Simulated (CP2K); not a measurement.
# BeTe (F-43m) in CP2K: notebook

Runs on BeTe. Level: PBE. Tasks: single point, equation of state.

Everything below comes from runs of CP2K 2026.2. Logs are shortened: lines on timing, memory, paths and dates and some standing lists are left out, and cuts for length are marked.

### Step 1. The structure

The structure is cubic, space group F-43m (No. 216). Conventional cell: a = 5.540 Å, b = 5.540 Å, c = 5.540 Å, α = 90.00°, β = 90.00°, γ = 90.00°. Around Te (site symmetry -43m) lie 4 Be at 2.40 Å. Be (site symmetry -43m) has 4 Te at 2.40 Å as nearest neighbours.

### Step 2. Single point, PBE, 21.25 Å³/atom

bete_eos.inp reads:

```
&GLOBAL
  PROJECT bete_eos
  RUN_TYPE ENERGY_FORCE
  PRINT_LEVEL LOW
&END GLOBAL
&FORCE_EVAL
  METHOD QS
  STRESS_TENSOR ANALYTICAL
  &DFT
    BASIS_SET_FILE_NAME BASIS_MOLOPT_UZH
    POTENTIAL_FILE_NAME POTENTIAL_UZH
    &MGRID
      CUTOFF 850
      REL_CUTOFF 60
      NGRIDS 5
    &END MGRID
    &QS
      METHOD GPW
      EPS_DEFAULT 1.0E-9
    &END QS
    &KPOINTS
      SCHEME MONKHORST-PACK 8 8 8
      GAMMA_CENTERED T
      SYMMETRY T
      SYMMETRY_BACKEND SPGLIB
    &END KPOINTS
    &SCF
      SCF_GUESS ATOMIC
      EPS_SCF 1.0E-6
      MAX_SCF 100
      ADDED_MOS 10
      CHOLESKY OFF
      EPS_EIGVAL 1.0E-7
      &DIAGONALIZATION ON
        ALGORITHM STANDARD
      &END DIAGONALIZATION
      &MIXING ON
        METHOD BROYDEN_MIXING
        ALPHA 0.4
        BETA 1.5
        NBUFFER 8
      &END MIXING
      &SMEAR ON
        METHOD FERMI_DIRAC
        ELECTRONIC_TEMPERATURE 580.23
      &END SMEAR
    &END SCF
    &XC
      &XC_FUNCTIONAL
        &GGA_X_PBE
        &END GGA_X_PBE
        &GGA_C_PBE
        &END GGA_C_PBE
      &END XC_FUNCTIONAL
    &END XC
    &PRINT
      &KPOINTS ON
      &END KPOINTS
      &MULLIKEN ON
      &END MULLIKEN
      &MO ON
        ENERGIES T
        OCCUPATION_NUMBERS T
        &EACH
          QS_SCF 0
        &END EACH
        ADD_LAST NUMERIC
      &END MO
    &END PRINT
  &END DFT
  &SUBSYS
    &CELL
      A 3.9173715678 0.0000000000 0.0000000000
      B 1.9586857839 3.3925432938 0.0000000000
      C 1.9586857839 1.1308477646 3.1985204913
      PERIODIC XYZ
    &END CELL
    &COORD
      SCALED
      Te  0.7500000000 0.7500000000 0.7500000000
      Be  0.0000000000 0.0000000000 0.0000000000
    &END COORD
    &KIND Te
      BASIS_SET TZVP-MOLOPT-PBE-GTH-q6
      POTENTIAL GTH-PBE-q6
    &END KIND
    &KIND Be
      BASIS_SET TZVP-MOLOPT-PBE-GTH-q4
      POTENTIAL GTH-PBE-q4
    &END KIND
    &PRINT
      &ATOMIC_COORDINATES ON
      &END ATOMIC_COORDINATES
      &CELL ON
      &END CELL
      &SYMMETRY ON
      &END SYMMETRY
    &END PRINT
  &END SUBSYS
  &PRINT
    &FORCES ON
    &END FORCES
    &STRESS_TENSOR ON
    &END STRESS_TENSOR
  &END PRINT
&END FORCE_EVAL
```

Potentials or basis: POTENTIAL_UZH Te GTH-PBE-q6, Be GTH-PBE-q4; TZVP-MOLOPT-PBE-GTH basis.

The run is started by

```sh
$ OMP_NUM_THREADS=1 cp2k.psmp -i bete_eos.inp -o bete_eos.out
```

bete_eos.out:

```text

 CP2K| version string:                                       CP2K version 2026.2
 CP2K| Input file name                                              bete_eos.inp

 GLOBAL| Force Environment number                                              1
 GLOBAL| Basis set file name                                    BASIS_MOLOPT_UZH
 GLOBAL| Potential file name                                       POTENTIAL_UZH
 GLOBAL| MM Potential file name                                     MM_POTENTIAL
 GLOBAL| Coordinate file name                                      __STD_INPUT__
 GLOBAL| Method name                                                        CP2K
 GLOBAL| Project name                                                   bete_eos
 GLOBAL| Run type                                                   ENERGY_FORCE
 GLOBAL| FFT library                                                       FFTW3
[... 6 lines left out ...]
 GLOBAL| Total number of message passing processes                             1
 GLOBAL| Number of threads for this process                                    1
 GLOBAL| CPU model name                                                  UNKNOWN

 CELL| Volume [angstrom^3]:                                            42.507866
 CELL| Vector a [angstrom]:       3.917     0.000     0.000   |a| =     3.917372
 CELL| Vector b [angstrom]:       1.959     3.393     0.000   |b| =     3.917372
 CELL| Vector c [angstrom]:       1.959     1.131     3.199   |c| =     3.917372
 CELL| Angle (b,c), alpha [degree]:                                    60.000000
 CELL| Angle (a,c), beta  [degree]:                                    60.000000
 CELL| Angle (a,b), gamma [degree]:                                    60.000000
 CELL| Numerically orthorhombic:                                              NO
 CELL| Periodicity                                                           XYZ

 CELL_REF| Volume [angstrom^3]:                                        42.507866
 CELL_REF| Vector a [angstrom     3.917     0.000     0.000   |a| =     3.917372
 CELL_REF| Vector b [angstrom     1.959     3.393     0.000   |b| =     3.917372
 CELL_REF| Vector c [angstrom     1.959     1.131     3.199   |c| =     3.917372
 CELL_REF| Angle (b,c), alpha [degree]:                                60.000000
 CELL_REF| Angle (a,c), beta  [degree]:                                60.000000
 CELL_REF| Angle (a,b), gamma [degree]:                                60.000000
 CELL_REF| Numerically orthorhombic:                                          NO
 CELL_REF| Periodicity                                                       XYZ
[... 12 lines left out ...]
                             - Atoms:                                          2
                             - Shell sets:                                     2
                             - Shells:                                        12
                             - Primitive Cartesian functions:                 10
                             - Cartesian basis functions:                     25
                             - Spherical basis functions:                     24

  Maximum angular momentum of- Orbital basis functions:                        2
                             - Local part of the GTH pseudopotential:          6
                             - Non-local part of the GTH pseudopotential:      4
[... 115 lines left out ...]
  Self energy of the core charge distribution:                -31.54934259054171
  Core Hamiltonian energy:                                      4.05760843996363
  Hartree energy:                                               9.30257215166525
  Exchange-correlation energy:                                 -4.66268624970158
  Electronic entropic energy:                                  -0.00000000000003
  Fermi energy:                                                 0.21964324355020

  Total energy:                                               -22.85184824847208
  Total energy (extrapolated to T->0):                        -22.85184824847206

 MO| EIGENVALUES AND OCCUPATION NUMBERS FOR K POINT 1
 MO|
 MO|  Index      Eigenvalue [a.u.]        Eigenvalue [eV]             Occupation
 MO|      1              -3.526054             -95.948799               2.000000
 MO|      2              -0.251654              -6.847860               2.000000
 MO|      3              -0.021206              -0.577052               2.000000
 MO|      4               0.131050               3.566046               2.000000
 MO|      5               0.131050               3.566046               2.000000
 MO|      6               0.291792               7.940063               0.000000
 MO|      7               0.366429               9.971052               0.000000
 MO|      8               0.366429               9.971053               0.000000
 MO|      9               0.537232              14.618825               0.000000
 MO|     10               0.633008              17.225035               0.000000
 MO|     11               0.666696              18.141711               0.000000
 MO|     12               0.666696              18.141711               0.000000
 MO|     13               0.814700              22.169108               0.000000
[... 277 lines left out ...]
 MO|      5               0.104020               2.830520               2.000000
 MO|      6               0.337917               9.195201               0.000000
 MO|      7               0.370950              10.094070               0.000000
 MO|      8               0.429662              11.691708               0.000000
 MO|      9               0.465693              12.672153               0.000000
 MO|     10               0.608486              16.557744               0.000000
 MO|     11               0.641263              17.449657               0.000000
 MO|     12               0.750246              20.415223               0.000000
 MO|     13               0.848151              23.079363               0.000000
 MO|     14               0.918670              24.998295               0.000000
 MO|     15               0.992684              27.012296               0.000000
 MO| Sum:                                                              10.000000
 MO| E(Fermi):            0.219643 a.u.          5.976797 eV
 MO| Band gap:            0.233898 a.u.          6.364681 eV

 [... the levels of further k-points ...]

 !-----------------------------------------------------------------------------!
                     Mulliken Population Analysis

 #  Atom  Element  Kind  Atomic population                           Net charge
       1     Te       1          6.352659                             -0.352659
       2     Be       2          3.647341                              0.352659
 # Total charge                             10.000000                  0.000000

 !-----------------------------------------------------------------------------!

 ENERGY| Total FORCE_EVAL ( QS ) energy [hartree]            -22.851846398390546

 FORCES| Atomic forces [hartree/bohr]
 FORCES|   Atom     x               y               z               |f|
 FORCES|      1 -3.69113274E-08 -2.17689793E-08 -1.51419573E-08   4.54490200E-08
 FORCES|      2  3.42110209E-08  2.02100017E-08  1.40396084E-08   4.21420066E-08
 FORCES| Sum    -2.70030649E-09 -1.55897769E-09 -1.10234891E-09
 FORCES| Total atomic force                                       3.30714978E-09

 STRESS| Analytical stress tensor [bar]
 STRESS|                        x                   y                   z
 STRESS|      x        5.51597300760E+04   2.04632301142E+00   1.44879217527E+00
 STRESS|      y        2.04632301142E+00   5.51573651750E+04   8.30320426524E-01
 STRESS|      z        1.44879217527E+00   8.30320426524E-01   5.51567809519E+04
 STRESS| 1/3 Trace                                             5.51579587343E+04
 STRESS| Determinant                                           1.67812595844E+14

 STRESS| Eigenvectors and eigenvalues of the analytical stress tensor [bar]
 STRESS|                        1                   2                   3
 STRESS| Eigenvalues   5.51561816477E+04   5.51561928645E+04   5.51615016907E+04
 STRESS|      x          -0.576908233370     -0.013596614905      0.816695795467
 STRESS|      y           0.679951351221     -0.562019927872      0.470956219460
 STRESS|      z           0.452595901708      0.827011930227      0.333478960384
```

It took 11 s on 1 thread of Arm Neoverse V1, shared host; peak memory 0.39 GiB.

What came out:

```yaml
Free_energy: -621.8304 eV
Pressure: 5.5 GPa
Band_gap_on_the_k_mesh: 2.54 eV, indirect (least direct gap 3.93 eV)
Mulliken_charges: Te -0.35; Be +0.35 e
```

Caveat: Mulliken charges move with the basis; spin-orbit coupling is left out, which moves the levels of the heavy elements; the basis of atomic orbitals isn't converged, which shifts pressures, moduli and gaps.

### Step 3. Single point, PBE, 20.83 Å³/atom (volume scaled by 0.98)

bete_eos.inp: that of step 2 with these lines changed.

```diff
@@ -11,2 +11,3 @@
     POTENTIAL_FILE_NAME POTENTIAL_UZH
+    WFN_RESTART_FILE_NAME previous-RESTART.kp
     &MGRID
@@ -27,3 +28,3 @@
     &SCF
-      SCF_GUESS ATOMIC
+      SCF_GUESS RESTART
       EPS_SCF 1.0E-6
@@ -72,5 +73,5 @@
     &CELL
-      A 3.9173715678 0.0000000000 0.0000000000
-      B 1.9586857839 3.3925432938 0.0000000000
-      C 1.9586857839 1.1308477646 3.1985204913
+      A 3.8910796913 0.0000000000 0.0000000000
+      B 1.9455398456 3.3697738608 0.0000000000
+      C 1.9455398456 1.1232579536 3.1770532640
       PERIODIC XYZ
```

Potentials or basis: POTENTIAL_UZH Te GTH-PBE-q6, Be GTH-PBE-q4; TZVP-MOLOPT-PBE-GTH basis.

The run is started by

```sh
$ OMP_NUM_THREADS=1 cp2k.psmp -i bete_eos.inp -o bete_eos.out
```

Wall time 9.9 s (1 thread of Arm Neoverse V1, shared host); peak memory 0.39 GiB.

Results (log left out):

```
Free energy            : -621.7969 eV
Pressure               : 7.1 GPa
Band gap on the k mesh : 2.50 eV, indirect (least direct gap 3.90 eV)
Mulliken charges       : Te -0.35; Be +0.35 e
```

Caveat: Mulliken charges move with the basis; spin-orbit coupling is left out, which moves the levels of the heavy elements; the basis of atomic orbitals isn't converged, which shifts pressures, moduli and gaps.

### Step 4. Single point, PBE, 21.68 Å³/atom (volume scaled by 1.02)

bete_eos.inp: that of step 3 with these lines changed.

```diff
@@ -73,5 +73,5 @@
     &CELL
-      A 3.8910796913 0.0000000000 0.0000000000
-      B 1.9455398456 3.3697738608 0.0000000000
-      C 1.9455398456 1.1232579536 3.1770532640
+      A 3.9433151819 0.0000000000 0.0000000000
+      B 1.9716575910 3.4150111227 0.0000000000
+      C 1.9716575910 1.1383370409 3.2197033635
       PERIODIC XYZ
```

The run is started by

```sh
$ OMP_NUM_THREADS=1 cp2k.psmp -i bete_eos.inp -o bete_eos.out
```

Run time: 9.7 s. Hardware: 1 thread of Arm Neoverse V1, shared host; peak memory 0.38 GiB.

Results (log left out):

| Quantity | Value |
| --- | --- |
| Free energy | -621.8556 eV |
| Pressure | 4.0 GPa |
| Band gap on the k mesh | 2.58 eV, indirect (least direct gap 3.94 eV) |
| Mulliken charges | Te -0.36; Be +0.36 e |

Caveat: Mulliken charges move with the basis; spin-orbit coupling is left out, which moves the levels of the heavy elements; the basis of atomic orbitals isn't converged, which shifts pressures, moduli and gaps.

### Step 5. Single point, PBE, 20.40 Å³/atom (volume scaled by 0.96)

bete_eos.inp: that of step 4 with these lines changed.

```diff
@@ -73,5 +73,5 @@
     &CELL
-      A 3.9433151819 0.0000000000 0.0000000000
-      B 1.9716575910 3.4150111227 0.0000000000
-      C 1.9716575910 1.1383370409 3.2197033635
+      A 3.8644276241 0.0000000000 0.0000000000
+      B 1.9322138120 3.3466924935 0.0000000000
+      C 1.9322138120 1.1155641645 3.1552919423
       PERIODIC XYZ
```

The run is started by

```sh
$ OMP_NUM_THREADS=1 cp2k.psmp -i bete_eos.inp -o bete_eos.out
```

Run time: 10 s. Hardware: 1 thread of Arm Neoverse V1, shared host; peak memory 0.39 GiB.

It converged, with:

- Free energy: -621.7543 eV
- Pressure: 8.9 GPa
- Band gap on the k mesh: 2.45 eV, indirect (least direct gap 3.88 eV)
- Mulliken charges: Te -0.34; Be +0.34 e

Caveat: Mulliken charges move with the basis; spin-orbit coupling is left out, which moves the levels of the heavy elements; the basis of atomic orbitals isn't converged, which shifts pressures, moduli and gaps.

### Step 6. Single point, PBE, 22.10 Å³/atom (volume scaled by 1.04)

bete_eos.inp: that of step 5 with these lines changed.

```diff
@@ -73,5 +73,5 @@
     &CELL
-      A 3.8644276241 0.0000000000 0.0000000000
-      B 1.9322138120 3.3466924935 0.0000000000
-      C 1.9322138120 1.1155641645 3.1552919423
+      A 3.9689218422 0.0000000000 0.0000000000
+      B 1.9844609211 3.4371871410 0.0000000000
+      C 1.9844609211 1.1457290470 3.2406111141
       PERIODIC XYZ
```

Potentials or basis: POTENTIAL_UZH Te GTH-PBE-q6, Be GTH-PBE-q4; TZVP-MOLOPT-PBE-GTH basis.

The run is started by

```sh
$ OMP_NUM_THREADS=1 cp2k.psmp -i bete_eos.inp -o bete_eos.out
```

Wall time 9.8 s (1 thread of Arm Neoverse V1, shared host); peak memory 0.38 GiB.

The run converged. Its results:

```yaml
Free_energy: -621.8735 eV
Pressure: 2.7 GPa
Band_gap_on_the_k_mesh: 2.62 eV, indirect (least direct gap 3.80 eV)
Mulliken_charges: Te -0.36; Be +0.36 e
```

Caveat: Mulliken charges move with the basis; spin-orbit coupling is left out, which moves the levels of the heavy elements; the basis of atomic orbitals isn't converged, which shifts pressures, moduli and gaps.

### Step 7. Single point, PBE, 19.98 Å³/atom (volume scaled by 0.94)

bete_eos.inp: that of step 6 with these lines changed.

```diff
@@ -73,5 +73,5 @@
     &CELL
-      A 3.9689218422 0.0000000000 0.0000000000
-      B 1.9844609211 3.4371871410 0.0000000000
-      C 1.9844609211 1.1457290470 3.2406111141
+      A 3.8374027705 0.0000000000 0.0000000000
+      B 1.9187013852 3.3232882838 0.0000000000
+      C 1.9187013852 1.1077627613 3.1332262417
       PERIODIC XYZ
```

The run is started by

```sh
$ OMP_NUM_THREADS=1 cp2k.psmp -i bete_eos.inp -o bete_eos.out
```

Wall time 12 s (1 thread of Arm Neoverse V1, shared host); peak memory 0.38 GiB.

The run converged. Its results:

```yaml
Free_energy: -621.7019 eV
Pressure: 10.9 GPa
Band_gap_on_the_k_mesh: 2.40 eV, indirect (least direct gap 3.85 eV)
Mulliken_charges: Te -0.34; Be +0.34 e
```

Caveat: Mulliken charges move with the basis; spin-orbit coupling is left out, which moves the levels of the heavy elements; the basis of atomic orbitals isn't converged, which shifts pressures, moduli and gaps.

### Step 8. Single point, PBE, 22.53 Å³/atom (volume scaled by 1.06)

bete_eos.inp: that of step 7 with these lines changed.

```diff
@@ -73,5 +73,5 @@
     &CELL
-      A 3.8374027705 0.0000000000 0.0000000000
-      B 1.9187013852 3.3232882838 0.0000000000
-      C 1.9187013852 1.1077627613 3.1332262417
+      A 3.9942022807 0.0000000000 0.0000000000
+      B 1.9971011404 3.4590806430 0.0000000000
+      C 1.9971011404 1.1530268810 3.2612525057
       PERIODIC XYZ
```

The run is started by

```sh
$ OMP_NUM_THREADS=1 cp2k.psmp -i bete_eos.inp -o bete_eos.out
```

Wall time 10 s (1 thread of Arm Neoverse V1, shared host); peak memory 0.38 GiB.

The run converged. Its results:

| Item | Value |
| --- | --- |
| Free energy | -621.8844 eV |
| Pressure | 1.5 GPa |
| Band gap on the k mesh | 2.66 eV, indirect (least direct gap 3.66 eV) |
| Mulliken charges | Te -0.37; Be +0.37 e |

Caveat: Mulliken charges move with the basis; spin-orbit coupling is left out, which moves the levels of the heavy elements; the basis of atomic orbitals isn't converged, which shifts pressures, moduli and gaps.

### Step 9. Equation of state, PBE

Potentials or basis: POTENTIAL_UZH Te GTH-PBE-q6, Be GTH-PBE-q4; TZVP-MOLOPT-PBE-GTH basis.

No new run: the results of the series are fitted here.

What came out:

```
Equilibrium volume : 23.09 Å³/atom (rough: see the caveat)
Bulk modulus       : 56 GPa (rough)
```

Energy against volume, from the lowest point:
```tsv
volume (Å³/atom)	energy (meV/atom)
19.979	91.29
20.404	65.06
20.829	43.79
21.254	27.03
21.679	14.40
22.104	5.48
22.529	0.00
```

Caveat: the minimum lies outside the volumes run; the basis of atomic orbitals isn't converged, which shifts pressures, moduli and gaps. The run has no spin-orbit coupling, so splittings on Te are missing.
